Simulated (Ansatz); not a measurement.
A surface is cut from this relaxed crystal of WSe2:

```
CELL_PARAMETERS angstrom
3.27061 0.00000 0.00000
-1.63531 2.83243 0.00000
0.00000 0.00000 23.98349
ATOMIC_POSITIONS crystal
W 0.66667 0.33333 0.13765
W 0.33333 0.66667 0.86235
Se 0.33333 0.66667 0.20737
Se 0.66667 0.33333 0.93216
Se 0.33333 0.66667 0.06784
Se 0.66667 0.33333 0.79263
```

Miller indices refer to the conventional cell of P-3m1 (No. 164), a = 3.271 Å, b = 3.271 Å, c = 23.983 Å, α = 90.00°, β = 90.00°, γ = 120.00°. The bulk's gap is 1.40 eV.

Consider the (001) slab of 10 planes, 30.6 Å thick with 15 Å of vacuum as cut; outer planes W (top) and W (bottom), all atoms relaxed.

The calculation used Ansatz 0.2.0, DFT PBEsol, scalar-relativistic, plane waves, PAW. Plane waves to 420 eV, a k mesh through Γ of 9×9×1 on the computed 10-atom cell and Gaussian smearing (0.05 eV); no spin polarisation. The cell repeats along c with a dipole correction in the vacuum.

The slab isn't stoichiometric (W2Se3), so its surface energy depends on the chemical potentials; it is given with the excess atoms taken from the element's standard state, a limit at which the compound may itself be unstable, so the figure can be too low.

Q: Give the surface energy with the excess atoms taken from the elements.

A: 4.68 J/m².

Q: Predict the gap of the slab on the mesh.

A: 0.18 eV.

Q: The top two planes lie 1.674 Å apart in the bulk. How does relaxation change this?

A: The spacing becomes 1.627 Å (-2.8 %).

Spin-orbit coupling is left out, which matters for the bands of heavy elements. An odd mesh misses points on the zone edge, so a gap read on it can be too wide. Each cell of WSe2 holds layers, and where no dispersion correction was added their binding is poorly described. Gaps are read on the k points sampled, so a band crossing between them can be missed.

The reference crystal is a form of WSe2, which isn't its usual structure.